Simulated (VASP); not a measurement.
# B (Pm-3m) in VASP: notebook

Aim: see how the results for B move with the level of theory and the settings. Levels: HSE(alpha, omega). Tasks: single point.

All numbers are computed with VASP 6.6.1; they aren't measurements. Logs are shortened: lines on timing, memory, paths and dates and some standing lists are left out, and cuts for length are marked.

### 1 The structure

Symmetry: Pm-3m, No. 221, cubic system. The conventional cell has a = 1.885 Å, b = 1.885 Å, c = 1.885 Å, α = 90.00°, β = 90.00°, γ = 90.00°. Around B (site symmetry m-3m) lie 6 B at 1.89 Å.

The cell was built by a generator and needn't be a form met in nature.

### 2 Single point, HSE(alpha, omega)

File POSCAR:

```
B
1.0
    1.8852400000      0.0000000000      0.0000000000
    0.0000000000      1.8852400000      0.0000000000
    0.0000000000      0.0000000000      1.8852400000
B
1
Direct
    0.5000000000      0.5000000000      0.5000000000
```

File INCAR.step1:

```
PREC = Accurate
ENCUT = 520
EDIFF = 1E-5
ISMEAR = -1
SIGMA = 0.05
LREAL = F
LASPH = T
NELM = 100
ALGO = Normal
ISIF = 2
LWAVE = T
LCHARG = F
GGA = PE
```

File INCAR.step2:

```
PREC = Accurate
ENCUT = 520
EDIFF = 1E-7
ISMEAR = -1
SIGMA = 0.05
LREAL = F
LASPH = T
NELM = 100
ALGO = Normal
ISIF = 2
LWAVE = F
LCHARG = F
GGA = PE
LHFCALC = T
HFSCREEN = 0.4
AEXX = 0.25
PRECFOCK = Fast
ISTART = 1
```

File KPOINTS:

```
regular mesh
0
Gamma
  7 7 7
```

Potentials or basis: VASP PAW PBE potentials, release 64 (B).

Launch:

```sh
$ cat potpaw_PBE.64/B/POTCAR > POTCAR
$ cp INCAR.step1 INCAR
$ mpirun -np 1 vasp_std > vasp.out
$ cp INCAR.step2 INCAR
$ mpirun -np 1 vasp_std > vasp.out
```

OUTCAR:

```text
PREC = Accurate
   ENCUT = 520
   EDIFF = 1E-7
   ISMEAR = -1
   LREAL = F
   LASPH = T
   NELM = 100
   ISIF = 2
   GGA = PE
   LHFCALC = T
   HFSCREEN = 0.4
   AEXX = 0.25
   PRECFOCK = Fast
   ISTART = 1

 ion  position               nearest neighbor table
   1  0.500  0.500  0.500-

  LATTYP: Found a simple cubic cell.
 ALAT       =     1.8852400000

  Lattice vectors:

 A1 = (   1.8852400000,   0.0000000000,   0.0000000000)
 A2 = (   0.0000000000,   1.8852400000,   0.0000000000)
 A3 = (   0.0000000000,   0.0000000000,   1.8852400000)

Analysis of symmetry for initial positions (statically):
=====================================================================
 Subroutine PRICEL returns:
 Original cell was already a primitive cell.

 Routine SETGRP: Setting up the symmetry group for a
 simple cubic supercell.

 Subroutine GETGRP returns: Found 48 space group operations
 (whereof 48 operations were pure point group operations)
 out of a pool of 48 trial point group operations.

The static configuration has the point symmetry O_h .

Analysis of symmetry for dynamics (positions and initial velocities):
=====================================================================
 Subroutine PRICEL returns:
 Original cell was already a primitive cell.

 Routine SETGRP: Setting up the symmetry group for a
 simple cubic supercell.

 Subroutine GETGRP returns: Found 48 space group operations
 (whereof 48 operations were pure point group operations)
 out of a pool of 48 trial point group operations.

The dynamic configuration has the point symmetry O_h .

 Subroutine INISYM returns: Found 48 space group operations
 (whereof 48 operations are pure point group operations),
 and found     1 'primitive' translations

----------------------------------------------------------------------------------------

                                     Primitive cell

  volume of cell :       6.7004

  direct lattice vectors                    reciprocal lattice vectors
     1.885240000  0.000000000  0.000000000     0.530436443  0.000000000  0.000000000
     0.000000000  1.885240000  0.000000000     0.000000000  0.530436443  0.000000000
     0.000000000  0.000000000  1.885240000     0.000000000  0.000000000  0.530436443

  length of vectors
     1.885240000  1.885240000  1.885240000     0.530436443  0.530436443  0.530436443

  position of ions in fractional coordinates (direct lattice)
     0.500000000  0.500000000  0.500000000

  ion indices of the primitive-cell ions
   primitive index   ion index
                 1           1

----------------------------------------------------------------------------------------

 KPOINTS: regular mesh

Automatic generation of k-mesh.
 Grid dimensions read from file:
 generate k-points for:    7    7    7

 Generating k-lattice:

  Cartesian coordinates                     Fractional coordinates (reciprocal lattice)
     0.075776635  0.000000000  0.000000000     0.142857143  0.000000000  0.000000000
     0.000000000  0.075776635  0.000000000     0.000000000  0.142857143  0.000000000
     0.000000000  0.000000000  0.075776635     0.000000000  0.000000000  0.142857143

  Length of vectors
     0.075776635  0.075776635  0.075776635

  Shift w.r.t. Gamma in fractional coordinates (k-lattice)
     0.000000000  0.000000000  0.000000000

 Subroutine IBZKPT returns following result:
 ===========================================

 Found     20 irreducible k-points:

 Following reciprocal coordinates:
            Coordinates               Weight
  0.000000  0.000000  0.000000      1.000000
  0.142857  0.000000  0.000000      6.000000
  0.285714  0.000000  0.000000      6.000000
  0.428571  0.000000  0.000000      6.000000
  0.142857  0.142857  0.000000     12.000000
  0.285714  0.142857  0.000000     24.000000
[... 12 lines left out ...]
  0.428571  0.428571  0.285714     24.000000
  0.428571  0.428571  0.428571      8.000000
   k-points           NKPTS =     20   k-points in BZ     NKDIM =    343   number of bands    NBANDS=      5
   number of dos      NEDOS =    301   number of ions     NIONS =      1
   total plane-waves  NPLWV =   2744
   dimension x,y,z NGX =    14 NGY =   14 NGZ =   14
   dimension x,y,z NGXF=    28 NGYF=   28 NGZF=   28
   ions per type =               1
   NGX,Y,Z   is equivalent  to a cutoff of  12.35, 12.35, 12.35 a.u.
   NGXF,Y,Z  is equivalent  to a cutoff of  24.69, 24.69, 24.69 a.u.
 SYSTEM =  unknown system
   PREC   = accura    normal or accurate (medium, high low for compatibility)
   ISTART =      1    job   : 0-new  1-cont  2-samecut
   ICHARG =      0    charge: 1-file 2-atom 10-const
   ISPIN  =      1    spin polarized calculation?
   LNONCOLLINEAR =      F non collinear calculations
   LSORBIT =      F    spin-orbit coupling
   LASPH  =      T    aspherical Exc in radial PAW
   ENCUT  =  520.0 eV  38.22 Ry    6.18 a.u.   3.51  3.51  3.51*2*pi/ulx,y,z
   NELM   =    100;   NELMIN=  2; NELMDL=  0     # of ELM steps
   EDIFF  = 0.1E-06   stopping-criterion for ELM
   LREAL  =      F    real-space projection
   EDIFFG = 0.1E-05   stopping-criterion for IOM
   NSW    =      0    number of steps for IOM
   IBRION =     -1    ionic relax: 0-MD 1-quasi-New 2-CG
   NFREE  =      0    steps in history (QN), initial steepest desc. (CG)
   ISIF   =      2    stress and relaxation
   ISYM   =      3    0-nonsym 1-usesym 2-fastsym
   POTIM  = 0.5000    time-step for ionic-motion
   TEBEG  =    0.0;   TEEND  =   0.0 temperature during run
   PSTRESS=    0.0 pullay stress
   NELECT =       3.0000    total number of electrons
   NUPDOWN=      -1.0000    fix difference up-down
   EMIN   =  10.00;   EMAX   =-10.00  energy-range for DOS
   EFERMI =   0.00;   METHOD = LEGACY
   ISMEAR =    -1;   SIGMA  =   0.05  broadening in eV -4-tet -1-fermi 0-gaus
   EFERMI_NEDOS =   21; number of points for ismear=-14 and -15
   IALGO  =     38    algorithm
   IMIX   =      1    mixing-type and parameters
     AMIX     =   0.40;   BMIX     =  1.00
     AMIX_MAG =   1.60;   BMIX_MAG =  1.00
  volume/ion in A,a.u.               =       6.70        45.22
  Fermi-wavevector in a.u.,A,eV,Ry     =   1.252416  2.366723 21.341361  1.568546
  Thomas-Fermi vector in A             =   2.386317
   LORBIT       =      0    0 simple, 1 ext, 2 COOP (PROOUT), +10 PAW based schemes
   GGA     = PE    functional components
   LHFCALC =     T    Hartree Fock is set to
   PRECFOCK=fast      Normal, Fast or Accurate (Low or Medium for compatibility)
   ENCUT4O =  -1.0   cutoff for four orbital integrals eV
   NKREDX  =     1    reduce k-point grid by
   NKREDY  =     1    reduce k-point grid by
   NKREDZ  =     1    reduce k-point grid by
   AEXX    =    0.2500 exact exchange contribution
   HFSCREEN=    0.4000 screening length (either q_TF or 0.3 A-1)
   HFSCREENC=   0.4000 screening length for correlation (either q_TF or 0.3 A-1)
   ENCUTFOCK=  -1.0 apply spherical cutoff to Coloumb kernel
   IVDW    =     0    specifies the selected vdW correction
   LEPSILON=     F    determine dielectric tensor
   LRPA    =     F    only Hartree local field effects (RPA)
 non-spin polarized calculation
  energy-cutoff  :      520.00
  volume of cell :        6.70
 maximum number of plane-waves:       188
 NGX is ok and might be reduce to    14
  NGX =  8; NGY =  8; NGZ =  8

 number of electron       3.0000000 magnetization

 Free energy of the ion-electron system (eV)
  ---------------------------------------------------
  ext. energy  EPLUGINS =         0.00000000
  ---------------------------------------------------
  free energy    TOTEN  =        -6.04125179 eV

  energy without entropy =       -6.03716488  energy(sigma->0) =       -6.03920833

 E-fermi :   6.9342     XC(G=0): -10.4353

 val. band max:        6.8846364485   @ k =   0.4286   0.2857   0.2857
 cond. band min:       8.2240299419   @ k =   0.4286   0.4286   0.2857
 fundamental gap:      1.3393934934
 Fermi energy:         6.9341563917

 k-point     1 :       0.0000    0.0000    0.0000
  band No.  band energies     occupation
      1     -10.4835      2.00000
      2      21.7568      0.00000
      3      21.7568      0.00000
      4      21.7568      0.00000
      5      31.9889      0.00000

 k-point     2 :       0.1429    0.0000    0.0000
  band No.  band energies     occupation
      1      -9.7179      2.00000
      2      16.2933      0.00000
      3      22.3519      0.00000
      4      22.3519      0.00000
      5      32.8185      0.00000

 k-point     3 :       0.2857    0.0000    0.0000
  band No.  band energies     occupation
      1      -7.4235      2.00000
      2       8.6792      0.00000
      3      23.9206      0.00000
      4      23.9206      0.00000
      5      35.2319      0.00000

 k-point     4 :       0.4286    0.0000    0.0000
  band No.  band energies     occupation
      1      -3.6718      2.00000
      2       2.0614      2.00000
      3      25.5537      0.00000
      4      25.5537      0.00000
      5      38.2920      0.00000

 k-point     5 :       0.1429    0.1429    0.0000
  band No.  band energies     occupation
      1      -8.9524      2.00000
      2      15.5124      0.00000
      3      18.7436      0.00000
      4      22.9386      0.00000
      5      36.2339      0.00000

 k-point     6 :       0.2857    0.1429    0.0000
  band No.  band energies     occupation
      1      -6.6604      2.00000
      2       9.1207      0.00000
      3      19.6218      0.00000
      4      24.4807      0.00000
      5      36.0368      0.00000
[... 81 lines left out ...]
 k-point    17 :       0.2857    0.2857    0.2857
  band No.  band energies     occupation
      1      -1.3801      2.00000
      2      11.6771      0.00000
      3      11.6771      0.00000
      4      21.9729      0.00000
      5      31.2496      0.00000

 k-point    18 :       0.4286    0.2857    0.2857
  band No.  band energies     occupation
      1       2.2249      2.00000
      2       6.8846      1.45833
      3      14.1051      0.00000
      4      23.5347      0.00000
      5      27.1557      0.00000

 k-point    19 :       0.4286    0.4286    0.2857
  band No.  band energies     occupation
      1       5.4510      2.00000
      2       8.2240      0.00000
      3      11.9465      0.00000
      4      20.7848      0.00000
      5      26.1127      0.00000

 k-point    20 :       0.4286    0.4286    0.4286
  band No.  band energies     occupation
      1      10.3297      0.00000
      2      12.5433      0.00000
      3      12.5433      0.00000
      4      24.2662      0.00000
      5      26.7431      0.00000

------------------------ aborting loop because EDIFF is reached ----------------------------------------

  FORCE on cell =-STRESS in cart. coord.  units (eV):
  Direction    XX          YY          ZZ          XY          YZ          ZX
  --------------------------------------------------------------------------------------
  -------------------------------------------------------------------------------------
  Total       -0.1548736     -0.1548736     -0.1548736     -0.0000000      0.0000000     -0.0000000
  in kB      -37.0329345    -37.0329345    -37.0329345     -0.0000000      0.0000000     -0.0000000
  external PRESSURE =     -37.0329345 kB  Pullay stress =       0.0000000 kB

 VOLUME and BASIS-vectors are now :
 -----------------------------------------------------------------------------
  energy-cutoff  :      520.00
  volume of cell :        6.70
      direct lattice vectors                 reciprocal lattice vectors
     1.885240000  0.000000000  0.000000000     0.530436443  0.000000000  0.000000000
     0.000000000  1.885240000  0.000000000     0.000000000  0.530436443  0.000000000
     0.000000000  0.000000000  1.885240000     0.000000000  0.000000000  0.530436443

 POSITION                                       TOTAL-FORCE (eV/Angst)
 -----------------------------------------------------------------------------------
      0.94262      0.94262      0.94262         0.000000      0.000000      0.000000
 -----------------------------------------------------------------------------------
    total drift:                               -0.000010      0.000002      0.000006

  FREE ENERGIE OF THE ION-ELECTRON SYSTEM (eV)
  ---------------------------------------------------
  free  energy   TOTEN  =        -6.0412517862 eV

  energy  without entropy=       -6.0371648837  energy(sigma->0) =       -6.03920833
```

Run time: 25 s. Hardware: 1 thread of Intel Xeon Platinum 8488C (Sapphire Rapids), shared host; peak memory 0.19 GiB.

Results:

* Free energy: -6.0413 eV
* Pressure: -3.7 GPa
* Band gap on the k mesh: none (metal or under the smearing width)

Caveat: the k mesh is coarse (spacing up to 0.48 Å⁻¹), so the values aren't converged, least of all with exact exchange; the PAW data sets were made with another functional, which shifts forces and pressure a little.

### 3 Single point, HSE(alpha, omega)

POSCAR is that of step 2.

INCAR.step1 is that of step 2.

Changes to INCAR.step2 since step 2:

```diff
@@ -14,3 +14,3 @@
 LHFCALC = T
-HFSCREEN = 0.4
+HFSCREEN = 0.6
 AEXX = 0.25
```

KPOINTS is that of step 2.

Potentials or basis: VASP PAW PBE potentials, release 64 (B).

Launch:

```sh
$ cat potpaw_PBE.64/B/POTCAR > POTCAR
$ cp INCAR.step1 INCAR
$ mpirun -np 1 vasp_std > vasp.out
$ cp INCAR.step2 INCAR
$ mpirun -np 1 vasp_std > vasp.out
```

Run time: 18 s. Hardware: 1 thread of Intel Xeon Platinum 8488C (Sapphire Rapids), shared host; peak memory 0.2 GiB.

It converged, with:

```
Free energy            : -5.8958 eV
Pressure               : -3.0 GPa
Band gap on the k mesh : none (metal or under the smearing width)
```

Levels at points of the mesh, in eV from the Fermi level:
| k point | band 1 | band 2 | band 3 | band 4 | band 5 |
| --- | --- | --- | --- | --- | --- |
| (0.00, 0.00, 0.00) | -16.97 | 14.50 | 14.50 | 14.50 | 24.75 |

Caveat: the k mesh is coarse (spacing up to 0.48 Å⁻¹), so the values aren't converged, least of all with exact exchange; the PAW data sets were made with another functional, which shifts forces and pressure a little.

### 4 The reference run

An earlier run on the cell as given: functional PBE; potentials or basis VASP PAW PBE potentials, release 64 (B); cutoff 520 eV; k mesh 14 × 14 × 14; occupations fermi-dirac, width 0.05 eV; no spin polarisation.

* Pressure: 0.4 GPa
* Band gap on the k mesh: none (metal or under the smearing width)

### 5 The runs side by side

```tsv
level	k mesh	screening parameter	grid for exact exchange (PRECFOCK)	mesh quality	gap on the mesh (eV)	pressure (GPa)
HSE(alpha, omega)	7 × 7 × 7	0.4	Fast	coarse	none	-3.7
HSE(alpha, omega)	7 × 7 × 7	0.6	Fast	coarse	none	-3.0
PBE	14 × 14 × 14	-	-	not flagged	none	0.4
```

Alike in all rows: task single point; potentials or basis VASP PAW PBE potentials, release 64 (B); no spin polarisation; cell as given; cutoff (eV) 520; smearing fermi-dirac 0.05 eV.

Caveats: some runs use coarse meshes; the PAW data sets were made with another functional, which shifts forces and pressure a little (some runs).

Absolute energies hang on the potentials; compare differences alone.
